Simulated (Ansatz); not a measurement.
# Photoemission of Si(111) with Li on 25 % of the top atoms and H on the rest, part 3 of 3

Wanted: the XPS lines and the band structure of Si(111) with Li on 25 % of the top atoms and H on the rest.

Ansatz 0.2.0; DFT, PBE, plane-wave PAW, default files, scalar-relativistic.

So far, gap on the k-mesh (eV): step 2 (relaxing the atoms) 0.853.

## 3. Layer-resolved bands, DOS and potential (continued)

The DOS has structure finer than the step of the table below, so its rows give means over 0.5 eV, whole bins alone (the curve runs from -13.3 to 3.86 eV). Peaks (eV: height): total -6.54: 27.2, -2.34: 25.6, 3.06: 27.0, 3.76: 31.6; Si 3p -2.94: 17.4, -2.34: 23.3, -1.94: 20.1, -1.64: 21.0; Si 3s -10.64: 8.13, -9.74: 8.20, -8.94: 11.3, -6.54: 11.3; H 1s -6.54: 2.05, -5.34: 1.74, -3.94: 3.25, -2.84: 1.58; Li 2p* 2.06: 4.71, 3.06: 8.64, 3.76: 11.3.

* holds the states left over by the projection beside any projected weight of its own. Table of DOS by E, zero at the valence-band maximum; means over each step; values in states/eV/cell:

```csv
E (eV),total,Si 3p,Si 3s,H 1s,Li 2p*,Li 2s
-12.5,0,0,0,0,0,0
-12.0,0.00876,3.9e-4,0.00809,2.1e-4,5.8e-5,2.7e-5
-11.5,1.52,0.178,1.30,0.0327,0.00971,0.00342
-11.0,2.47,0.384,1.99,0.0738,0.0160,0.00602
-10.5,6.83,1.56,5.01,0.212,0.0436,0.0112
-10.0,6.20,1.51,4.33,0.299,0.0425,0.00990
-9.5,9.62,2.58,6.69,0.288,0.0558,0.00869
-9.0,11.4,3.13,7.58,0.646,0.0752,0.0125
-8.5,5.41,1.62,3.43,0.326,0.0346,0.00313
-8.0,5.26,1.51,3.14,0.556,0.0385,0.00826
-7.5,5.16,1.83,2.77,0.511,0.0433,0.00264
-7.0,3.08,1.21,1.52,0.317,0.0299,0.00191
-6.5,16.4,8.07,6.75,1.34,0.197,0.0151
-6.0,7.38,3.68,2.99,0.635,0.0821,0.00290
-5.5,5.73,2.58,1.87,1.18,0.0910,0.0185
-5.0,3.68,1.95,1.15,0.521,0.0510,0.0122
-4.5,3.74,2.46,0.642,0.586,0.0448,0.00106
-4.0,16.5,12.4,1.03,2.87,0.212,0.00379
-3.5,13.8,10.7,1.35,1.52,0.175,0.0111
-3.0,16.9,15.0,0.701,1.04,0.171,0.0174
-2.5,17.1,15.2,0.987,0.666,0.189,0.0222
-2.0,17.5,16.2,0.644,0.388,0.202,0.0565
-1.5,15.8,14.3,0.529,0.689,0.221,0.0300
-1.0,9.39,8.75,0.115,0.180,0.158,0.187
-0.5,6.03,5.45,0.0908,0.0701,0.139,0.285
0.0,1.09,1.06,3.2e-4,2.7e-5,0.0346,1.9e-5
0.5,0.0853,0.0135,0.00467,3.0e-4,0.0169,0.0499
1.0,6.24,1.77,0.922,0.0476,1.04,2.46
1.5,6.16,2.97,1.44,0.161,1.40,0.184
2.0,14.7,6.92,3.39,0.437,3.96,0.0447
2.5,19.0,8.70,3.47,0.716,5.98,0.105
3.0,21.7,10.2,3.54,0.802,7.04,0.0768
3.5,25.7,13.3,2.43,1.28,8.63,0.0470
```

Sums over each group's atoms; a table of it gives point samples, which can step over narrow peaks. DOS of the group against E, zero at the valence-band maximum; 7 of 13 lines; values in states/eV:

```csv
E (eV),other layers: Si 3p,layer 1: Si 3p,layer 2: Si 3p,middle: Si 3p,layer 3: Si 3p,other layers: Si 3s,layer 1: Si 3s
-12,1.9e-5,1.3e-5,6.6e-6,0,0,2.0e-4,8.9e-5
-11,0.0669,0.0375,0.0353,0.0645,0.0655,0.474,0.223
-10,0.493,0.205,0.286,0.196,0.197,1.69,0.853
-9,1.26,0.517,0.735,0.525,0.533,3.37,1.75
-8,0.574,0.0715,0.473,0.124,0.203,1.18,0.963
-7,0.180,0.0692,0.129,0.114,0.0903,0.241,0.156
-6,0.991,0.630,0.340,0.899,0.910,0.890,0.270
-5,0.376,0.362,0.205,0.518,0.551,0.167,0.164
-4,6.43,2.88,2.29,0.990,0.939,0.173,0.125
-3,5.05,2.45,3.04,2.47,2.56,0.208,0.188
-2,5.29,2.42,2.49,2.87,2.33,0.208,0.115
-1,3.14,1.76,1.57,1.28,1.35,0.0237,0.0397
0,0.363,0.180,0.0930,0.216,0.232,2.0e-5,5.3e-6
1,0.295,0.477,0.210,0.315,0.370,0.154,0.275
2,2.20,1.33,1.35,1.07,1.15,1.06,0.510
3,3.00,1.67,1.65,2.18,2.31,1.23,0.409
```

This run's widths, added to any smearing of the DOS itself: Gaussian 0.15 eV, Lorentzian 0.1 eV plus 0.03 an eV of depth. Table of intensity by binding energy, zero at the valence-band maximum; values in % of the maximum within 13 eV:

```csv
binding energy (eV),21.2 eV,60 eV,400 eV,1486.7 eV,8047.8 eV
-1.0,0.783,1.09,1.10,0.789,0.467
-0.5,1.21,1.80,1.77,1.19,0.622
0.0,4.93,9.08,8.98,5.11,1.70
0.5,19.5,35.9,32.3,17.7,5.65
1.0,30.4,54.1,50.5,27.8,8.63
1.5,55.1,79.8,76.5,45.0,17.3
2.0,52.6,89.4,88.6,53.2,21.2
2.5,56.3,85.6,85.2,53.8,24.6
3.0,65.6,87.0,83.3,51.1,22.0
3.5,70.0,68.5,65.8,46.6,26.8
4.0,99.5,78.3,69.5,46.7,24.4
4.5,34.8,28.3,27.1,22.0,15.6
5.0,28.5,25.2,27.3,26.6,22.5
5.5,42.2,33.0,35.2,36.5,32.5
6.0,36.2,39.7,50.0,54.4,49.8
6.5,58.2,68.7,87.6,96.4,88.9
7.0,23.4,26.3,34.1,39.2,37.2
7.5,24.5,27.7,36.8,44.2,43.0
8.0,23.7,28.0,39.4,49.3,49.1
8.5,22.6,32.0,47.8,60.8,61.1
9.0,32.9,50.2,75.6,97.3,98.5
9.5,25.6,44.3,69.5,90.4,91.8
10.0,19.8,33.0,50.7,66.3,67.6
10.5,15.9,28.9,45.7,60.5,62.0
11.0,7.38,15.9,25.8,34.8,35.9
11.5,-,8.84,14.8,20.2,20.9
12.0,-,2.87,4.60,6.12,6.28
12.5,-,1.53,2.36,3.06,3.11
13.0,-,1.03,1.55,1.98,2.00
```

Maxima picked by a test of local sharpness, so broad peaks and shoulders can be missing; peaks within 0.45 eV of a curve's cut are left out. Valence peaks, by row, the first 40 of 63 rows:

```csv
photon energy (eV),binding energy (eV),height (% of the maximum within 13 eV),main shell,its share (%)
21.2,9.617,25.88,Si 3s,39.61
21.2,9.017,33.42,H 1s,45.72
21.2,8.217,28.81,H 1s,55.42
21.2,7.317,30.1,H 1s,60.23
21.2,6.567,60.74,H 1s,55.68
21.2,5.817,44.44,H 1s,62.19
21.2,5.367,43.62,H 1s,74.64
21.2,4.017,100,H 1s,70
21.2,2.867,70.07,H 1s,48.78
21.2,2.367,60.75,Si 3p,69.2
21.2,1.667,64.45,Si 3p,64.3
21.2,0.8167,31.54,Si 3p,66.97
60,10.52,29.08,Si 3s,72.52
60,9.517,44.5,Si 3s,68.21
60,9.017,50.97,Si 3s,66.21
60,8.267,36.63,Si 3s,62.06
60,7.317,34.2,Si 3s,52.64
60,6.567,71.33,Si 3p,50.29
60,5.867,46.06,Si 3p,50.62
60,5.367,33.26,Si 3p,51.22
60,4.067,79.61,Si 3p,77.03
60,3.667,77.09,Si 3p,73.88
60,2.967,87.75,Si 3p,88.67
60,2.367,100,Si 3p,90.78
60,1.717,99.76,Si 3p,91.45
60,0.9167,55.92,Si 3p,93.87
400,10.52,46.07,Si 3s,85.16
400,9.517,69.82,Si 3s,82.4
400,9.017,76.67,Si 3s,81.46
400,8.267,53.51,Si 3s,79
400,7.317,45.55,Si 3s,72.28
400,6.517,90.88,Si 3s,60.73
400,5.867,57.13,Si 3s,59.47
400,4.017,70.1,Si 3p,83.71
400,3.667,70.21,Si 3p,77.1
400,2.967,84.1,Si 3p,90.19
400,2.367,100,Si 3p,89.29
400,1.717,97.47,Si 3p,91.41
400,0.9667,51.31,Si 3p,96.6
1487,10.52,60.92,Si 3s,94.1
```

From the valence-band maximum. Table of planar mean, electrostatic potential by z:

z (Å), planar mean, electrostatic potential (eV) and a bar from the least value:
```
        0        3.1 ###########################
        1        4.3 #############################
        2        4.7 ##############################
        3        4.7 ##############################
        4        4.7 ##############################
        5        4.7 ##############################
        6        4.6 ##############################
        7        2.2 #########################
        8       -4.0 ##############
        9      -11.0 
       10        0.0 #####################
       11       -1.9 ##################
       12      -11.2 
       13       -2.0 #################
       14        0.1 #####################
       15      -11.0 
       16       -4.2 #############
       17        1.9 #########################
       18        1.7 ########################
       19        1.8 ########################
       20        1.8 #########################
       21        1.8 #########################
       22        1.8 #########################
       23        1.8 #########################
       24        2.2 #########################
```

The intensity has structure finer than the step of the table below, so its rows give means over 0.5 eV, whole bins alone (the curve runs from -13.3 to 1.46 eV). Peaks (eV: height): Si K-beta -2.04: 100.0; Si K-beta, E along x -2.14: 104; Si K-beta, E along y -2.14: 104; Si K-beta, E along z -1.84: 96.8; Si L2,3 -9.14: 100.0, -6.54: 79.6.

Shapes are the site's partial DOS without matrix elements, which overweights lines from ligand s bands. Intensity against emission energy less the core level's binding energy, zero at the valence-band maximum; means over each step; values in % of the unpolarised maximum:

```csv
emission energy less the core level's binding energy (eV),Si K-beta,"Si K-beta, E along x","Si K-beta, E along y","Si K-beta, E along z","Si L2,3"
-13.0,0.950,0.979,0.979,0.893,1.68
-12.5,1.25,1.30,1.30,1.17,2.77
-12.0,1.86,1.93,1.93,1.72,6.92
-11.5,3.22,3.38,3.38,2.92,22.2
-11.0,5.60,5.93,5.93,4.93,41.4
-10.5,8.68,9.35,9.35,7.33,61.4
-10.0,11.8,12.6,12.6,10.0,75.0
-9.5,14.8,16.4,16.4,11.8,95.3
-9.0,15.8,17.6,17.6,12.2,94.6
-8.5,14.6,16.4,16.4,11.1,70.1
-8.0,13.6,15.1,15.1,10.7,51.6
-7.5,15.2,15.8,15.8,14.0,43.0
-7.0,22.0,20.6,20.6,24.7,50.7
-6.5,30.3,27.3,27.3,36.3,73.2
-6.0,28.0,26.1,26.1,31.8,52.7
-5.5,24.4,21.6,21.6,30.0,35.9
-5.0,24.1,21.4,21.4,29.4,20.5
-4.5,37.1,33.6,33.6,44.1,14.4
-4.0,61.8,55.5,55.5,74.4,18.9
-3.5,75.0,71.8,71.8,81.4,19.4
-3.0,86.2,83.9,83.9,91.0,13.4
-2.5,94.7,96.1,96.1,92.0,14.4
-2.0,99.0,101,101,94.5,12.4
-1.5,84.5,85.2,85.2,83.1,8.27
-1.0,60.1,63.6,63.6,53.1,3.03
-0.5,38.6,41.9,41.9,32.0,1.79
0.0,18.6,21.8,21.8,12.1,0.449
0.5,7.83,8.92,8.92,5.65,0.303
1.0,4.20,4.51,4.51,3.56,0.256
```

The spectra weight each projected shell by its atomic cross section (Dirac–Hartree–Slater) and angular factor, for unpolarised light with the analyser at 45° from the beam. Broadening, on top of any smearing of the DOS itself: a Gaussian of 0.15 eV and a Lorentzian of 0.1 eV plus 0.03 times the binding energy (full widths), Fermi edge at 20 K. Each atom is damped by exp[−depth/(λ cos θ)], θ = 30° from the normal, λ from the universal curve. Curves are cut 10 eV under the photon energy, above any shell that the free atom's threshold puts out of reach, or at the lower edge of the window: 11.2 eV at 21.2 eV, 13.4 eV at 60 eV, 13.4 eV at 400 eV, 13.4 eV at 1486.7 eV and 13.4 eV at 8047.8 eV. A star in tables and legends marks shells that hold the states left over by the projection (1.1 % of the filled ones), a stand-in for orbitals that the files don't project on. Dipole terms alone, which is rough above 3 keV; no background, satellites or final-state effects.

How the area divides among the shells (%):

```csv
shell,21.2 eV,60 eV,400 eV,1486.7 eV,8047.8 eV
H 1s,50.0,7.2,0.4,0.1,0.0
Si 3s,11.1,27.0,44.1,68.7,90.5
Si 3p,37.4,65.3,55.4,31.2,9.4
```

Cross sections used, in Mb an electron:

```csv
shell,21.2 eV,60 eV,400 eV,1486.7 eV,8047.8 eV
H 1s,1.9,0.092,2.4e-4,3.0e-6,9.6e-9
Si 3s,0.13,0.15,0.0078,5.3e-4,7.1e-6
Si 3p,0.15,0.13,0.0038,8.8e-5,2.4e-7
```

Regions along c: top from 15.1 to 22.1 Å, middle from 9.7 to 15.1 Å, bottom from 3.0 to 9.7 Å.

States with weight above 0.08 nearest the zero at Γ of the zone, within the window kept, -7.6 to 4.2 eV (levels that the program groups as degenerate share a row):

```csv
E (eV),"weight, total","weight, top","weight, middle","weight, bottom"
-1.52,0.49,0.07,0.29,0.13
-0.84,1.99,0.20,1.47,0.32
-0.78,0.57,0.21,0.27,0.09
-0.45,1.99,0.48,0.66,0.85
0.00,1.99,0.29,1.05,0.64
0.85,0.83,0.75,0.03,0.01
1.72,0.11,0.04,0.06,0.01
1.77,0.20,0.05,0.14,0.02
1.89,0.71,0.06,0.48,0.17
2.13,0.37,0.09,0.13,0.14
```

The largest force component on a free atom is 0.014 eV/Å, so the atoms are at rest for these settings too.

## 4. Core holes

Core levels are what XPS measures. Each chosen atom gets a core hole in a self-consistent pass of its own.

Input file input.yaml:

```yaml
crystal:
  lattice:
    - [7.6791796437, 0.0, 0.0]
    - [3.8395898218, 6.6503646517, 0.0]
    - [0.0, 0.0, 24.8537769138]
  atoms:
    - { symbol: Li_h, position: [0.0, 0.0, 0.727876043] }
    - { symbol: H, position: [0.5008185518, -0.0016371035, 0.6852283666] }
    - { symbol: H, position: [-0.0016371035, 0.5008185518, 0.6852283666] }
    - { symbol: H, position: [0.5008185518, 0.5008185518, 0.6852283666] }
    - { symbol: Si_h, position: [0.0, 0.0, 0.6304226872] }
    - { symbol: Si, position: [0.5012174886, -0.0024349772, 0.6240174491] }
    - { symbol: Si, position: [-0.0024349772, 0.5012174886, 0.6240174491] }
    - { symbol: Si_h, position: [0.5012174886, 0.5012174886, 0.6240174491] }
    - { symbol: Si_h, position: [0.8366469735, 0.326706053, 0.5941126593] }
    - { symbol: Si, position: [0.3333333333, 0.3333333333, 0.5943886634] }
    - { symbol: Si, position: [0.8366469735, 0.8366469735, 0.5941126593] }
    - { symbol: Si, position: [0.326706053, 0.8366469735, 0.5941126593] }
    - { symbol: Si, position: [0.8330418229, 0.3339163542, 0.4990596893] }
    - { symbol: Si, position: [0.3333333333, 0.3333333333, 0.4990801515] }
    - { symbol: Si, position: [0.8330418229, 0.8330418229, 0.4990596893] }
    - { symbol: Si, position: [0.3339163542, 0.8330418229, 0.4990596893] }
    - { symbol: Si_h, position: [0.1665122838, 0.1665122838, 0.4669830046] }
    - { symbol: Si, position: [0.6669754324, 0.1665122838, 0.4669830046] }
    - { symbol: Si, position: [0.1665122838, 0.6669754324, 0.4669830046] }
    - { symbol: Si, position: [0.6666666667, 0.6666666667, 0.4667742411] }
    - { symbol: Si, position: [0.1666666667, 0.1666666667, 0.371925483] }
    - { symbol: Si, position: [0.6666666667, 0.1666666667, 0.371925483] }
    - { symbol: Si, position: [0.1666666667, 0.6666666667, 0.371925483] }
    - { symbol: Si, position: [0.6666666667, 0.6666666667, 0.371925483] }
    - { symbol: Si, position: [0.0, 0.0, 0.34039092] }
    - { symbol: Si, position: [0.5, 0.0, 0.34039092] }
    - { symbol: Si, position: [0.0, 0.5, 0.34039092] }
    - { symbol: Si, position: [0.5, 0.5, 0.34039092] }
    - { symbol: H, position: [0.0, 0.0, 0.281647334] }
    - { symbol: H, position: [0.5, 0.0, 0.281647334] }
    - { symbol: H, position: [0.0, 0.5, 0.281647334] }
    - { symbol: H, position: [0.5, 0.5, 0.281647334] }
kpoints:
  mp_grid: { grid: [3, 3, 1] }
scf:
  occupations: { method: fermi_dirac, width: 0.02 }
  n_extra_bands: 23
hamiltonian:
  xc: pbe
  pseudopotentials: { kind: paw }
output:
  forces: true
  write_potential: true
  volumetric_format: []
  core_levels:
    shells: { Li_h: "1s", Si_h: "2p" }
    counted_from: conduction_bottom
    add_spin: always
efield:
  axis: 3
  dipole_correction: true
```

Run with:

```bash
$ ansatz run input.yaml --threads 4 --pin off --max-ram 11264MiB --backend cpu --events-out ev --progress --plain --runs-dir out
```

Numbers of over 12 decimals in the logs are rounded to 6 here.

Log:

```text
Error: pseudopotential record <dir> output.core_levels.shells: no 1s core hole can be made of this Li record: its frozen core holds no 1s shell, nor is that a full one between the 1s and the outermost: it holds none.
Fix: name a PAW record that freezes 1s for Li under hamiltonian.pseudopotentials.azcp (`Li: <path>`).
```

The job ended after 0.05 s (4 threads of Arm Neoverse V2, shared host; peak memory 0.096 GiB).

The input was rejected at the start.

The program's message: “Error: pseudopotential record <dir> output.core_levels.shells: no 1s core hole can be made of this Li record: its frozen core holds no 1s shell, nor is that a full one between the 1s and the outermost …”

## 5. What came out

```yaml
ionisation_potential: 1.85 eV (upper face; lower face 4.70 eV)
electron_affinity_kohn_sham: 1.00 eV (slab's lowest empty level against the upper vacuum)
```

What this shows: The valence top of Si(111) with Li on 25 % of the top atoms and H on the rest lies 1.85 eV (upper face; lower face 4.70 eV) below the vacuum and the lowest empty level 1.00 eV below the vacuum of the upper face. That empty level sits on the upper face (90 % of its weight), so it is a surface level and no edge of the bulk's conduction band. Only the strongest levels a point were stored, too few to count surface states. The upper face's value lies 2.85 eV below that of the hydrogen-covered lower face; the difference is the dipole step of the groups. A full set of core levels wasn't obtained: the run with holes failed. At 21.2 eV the valence spectrum has its highest listed peaks within 10.8 eV at 1.7 eV (Si 3p), 2.4 eV (Si 3p), 2.9 eV (mixed, H 1s leading), 4.0 eV (H 1s) and 6.6 eV (H 1s). At 1486.7 eV the valence spectrum has its highest listed peaks within 13 eV at 2.4 eV (Si 3p), 6.6 eV (Si 3s), 8.3 eV (Si 3s), 9.0 eV (Si 3s) and 9.5 eV (Si 3s). The shell named is the one with most of the intensity, cross sections included, not always the one with most states there. In the main run, from 1486.7 eV towards hard X-rays the Si 3s share grows by 22 points, as its cross section falls more slowly with photon energy than those of the shells it gains on. The spectra rest on a 3×3×1 mesh, so closely spaced maxima can be ripples of the mesh. The slab's own atoms span 7.2 Å, so bulk bands appear as a few quantum-well levels, and states of the two faces can mix. The affinity uses the Kohn–Sham gap, which is too small, so the true affinity is lower and the true ionisation potential usually higher.

[Logs are printed without paths, hosts, clocks, repeated set-up lines and the standing remarks that a program may print on its own settings, such as how far it seeks lower states.]

[Hosts, paths, dates, database ids (printed as entryN), source tags and the programs' standing remarks are cut or masked in the printed files.]

[Maps of the electrostatic potential energy from Ansatz leave out the sawtooth potential of an applied field or a dipole correction, so their vacuum need not be flat; work functions include it.]
